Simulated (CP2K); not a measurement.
This CP2K 2026.2 run on SiO2 needs a look.

Contents of sio2_scf.inp:

```
&GLOBAL
  PROJECT sio2_scf
  RUN_TYPE ENERGY_FORCE
  PRINT_LEVEL LOW
&END GLOBAL
&FORCE_EVAL
  METHOD QS
  STRESS_TENSOR ANALYTICAL
  &DFT
    BASIS_SET_FILE_NAME BASIS_MOLOPT_UZH
    POTENTIAL_FILE_NAME POTENTIAL_UZH
    &MGRID
      CUTOFF 600
      REL_CUTOFF 60
      NGRIDS 4
    &END MGRID
    &QS
      METHOD GPW
      EPS_DEFAULT 1.0E-3
    &END QS
    &KPOINTS
      SCHEME MONKHORST-PACK 5 5 5
      GAMMA_CENTERED T
      SYMMETRY T
      SYMMETRY_BACKEND SPGLIB
    &END KPOINTS
    &SCF
      SCF_GUESS ATOMIC
      EPS_SCF 1.0E-6
      MAX_SCF 60
      ADDED_MOS 30
      CHOLESKY OFF
      EPS_EIGVAL 1.0E-7
      &DIAGONALIZATION ON
        ALGORITHM STANDARD
      &END DIAGONALIZATION
      &MIXING ON
        METHOD BROYDEN_MIXING
        ALPHA 0.4
        BETA 1.5
        NBUFFER 8
      &END MIXING
      &SMEAR ON
        METHOD FERMI_DIRAC
        ELECTRONIC_TEMPERATURE [K] 580.226
      &END SMEAR
    &END SCF
    &XC
      &XC_FUNCTIONAL PBE
      &END XC_FUNCTIONAL
    &END XC
    &PRINT
      &KPOINTS ON
      &END KPOINTS
      &MULLIKEN ON
      &END MULLIKEN
      &MO ON
        ENERGIES T
        OCCUPATION_NUMBERS T
        &EACH
          QS_SCF 0
        &END EACH
        ADD_LAST NUMERIC
      &END MO
    &END PRINT
  &END DFT
  &SUBSYS
    &CELL
      A 6.9386819614 0.0000000000 0.0000000000
      B 2.2959183338 6.5478291338 0.0000000000
      C -4.6173001476 -3.2739145669 4.0133938402
      PERIODIC XYZ
    &END CELL
    &COORD
      SCALED
      Si  0.8750000000 0.2636180000 0.8886180000
      Si  0.0136180000 0.6250000000 0.8886180000
      Si  0.7363820000 0.1250000000 0.1113820000
      Si  0.3750000000 0.9863820000 0.1113820000
      O   0.6337270000 0.1337270000 0.5000000000
      O   0.4678770000 0.9678770000 0.9357540000
      O   0.0321230000 0.5321230000 0.0642460000
      O   0.1162730000 0.1162730000 0.0000000000
      O   0.8837270000 0.8837270000 0.0000000000
      O   0.8662730000 0.3662730000 0.5000000000
      O   0.2821230000 0.7178770000 0.0000000000
      O   0.7178770000 0.2821230000 0.0000000000
    &END COORD
    &KIND Si
      BASIS_SET DZVP-MOLOPT-PBE-GTH-q4
      POTENTIAL GTH-PBE-q4
    &END KIND
    &KIND O
      BASIS_SET DZVP-MOLOPT-PBE-GTH-q6
      POTENTIAL GTH-PBE-q6
    &END KIND
    &PRINT
      &ATOMIC_COORDINATES ON
      &END ATOMIC_COORDINATES
      &CELL ON
      &END CELL
      &SYMMETRY ON
      &END SYMMETRY
    &END PRINT
  &END SUBSYS
  &PRINT
    &FORCES ON
    &END FORCES
    &STRESS_TENSOR ON
    &END STRESS_TENSOR
  &END PRINT
&END FORCE_EVAL
```

Potentials or basis: POTENTIAL_UZH Si GTH-PBE-q4, O GTH-PBE-q6; DZVP-MOLOPT-PBE-GTH basis.

Command:

```bash
$ OMP_NUM_THREADS=1 mpirun -n 2 cp2k.psmp -i sio2_scf.inp -o sio2_scf.out
```

sio2_scf.out:

```text

 CP2K| version string:                                       CP2K version 2026.2
 CP2K| Input file name                                              sio2_scf.inp

 GLOBAL| Force Environment number                                              1
 GLOBAL| Basis set file name                                    BASIS_MOLOPT_UZH
 GLOBAL| Potential file name                                       POTENTIAL_UZH
 GLOBAL| MM Potential file name                                     MM_POTENTIAL
 GLOBAL| Coordinate file name                                      __STD_INPUT__
 GLOBAL| Method name                                                        CP2K
 GLOBAL| Project name                                                   sio2_scf
 GLOBAL| Run type                                                   ENERGY_FORCE
 GLOBAL| FFT library                                                       FFTW3
 GLOBAL| Diagonalization library                                       ScaLAPACK
 GLOBAL| Cholesky decomposition library                                ScaLAPACK
[... 245 lines left out ...]
 FORCES|      5 -5.99329965E-03 -4.26216597E-03 -1.50047613E-05   7.35431333E-03
 FORCES|      6  9.19867174E-05  5.91601312E-05  2.38581201E-01   2.38581226E-01
 FORCES|      7 -8.63660542E-05 -6.74434254E-05 -2.38581070E-01   2.38581095E-01
 FORCES|      8  5.98364656E-03  4.21881749E-03  2.81993725E-05   7.32142352E-03
 FORCES|      9 -5.96109120E-03 -4.25057025E-03 -2.83798504E-05   7.32139065E-03
 FORCES|     10  6.00489336E-03  4.24575721E-03  1.53595575E-05   7.35428001E-03
 FORCES|     11 -1.37998093E-01  1.94622995E-01 -1.03492449E-08   2.38582447E-01
 FORCES|     12  1.37987990E-01 -1.94608391E-01 -1.26030839E-07   2.38564690E-01
 FORCES| Sum     2.72159445E-05 -3.83837795E-05  5.72332854E-09
 FORCES| Total atomic force                                       4.70533973E-05

 STRESS| Analytical stress tensor [bar]
 STRESS|                        x                   y                   z
 STRESS|      x       -2.81566433871E+06  -2.67259306047E+05   2.36841581510E+01
 STRESS|      y       -2.67259306047E+05  -2.62824188793E+06   1.68978045758E+01
 STRESS|      z        2.36841581510E+01   1.68978045758E+01  -2.43887860744E+06
 STRESS| 1/3 Trace                                            -2.62759494469E+06
 STRESS| Determinant                                          -1.78741009009E+19

[... 1 line left out ...]
 STRESS|                        1                   2                   3
[... 1 line left out ...]
 STRESS|      x           0.815747077860      0.000399028923     -0.578408632144
 STRESS|      y           0.578408767502     -0.000473937666      0.815746941802
 STRESS|      z          -0.000051376987      0.999999808079      0.000617415094
```

Problem. Diagnose the run.

Solution. The run converged. The input holds a flaw that was put in on purpose: integral threshold far too loose (eps_default = 1.0E-3). The program doesn't stop on it, so the numbers can't be trusted though the run ends normally.

A sound run on the same cell differs in these lines of the main input:
```diff
@@ -13 +13 @@
-      CUTOFF 600
+      CUTOFF 850
@@ -19 +19 @@
-      EPS_DEFAULT 1.0E-3
+      EPS_DEFAULT 1.0E-9
@@ -30 +30 @@
-      MAX_SCF 60
+      MAX_SCF 100
```
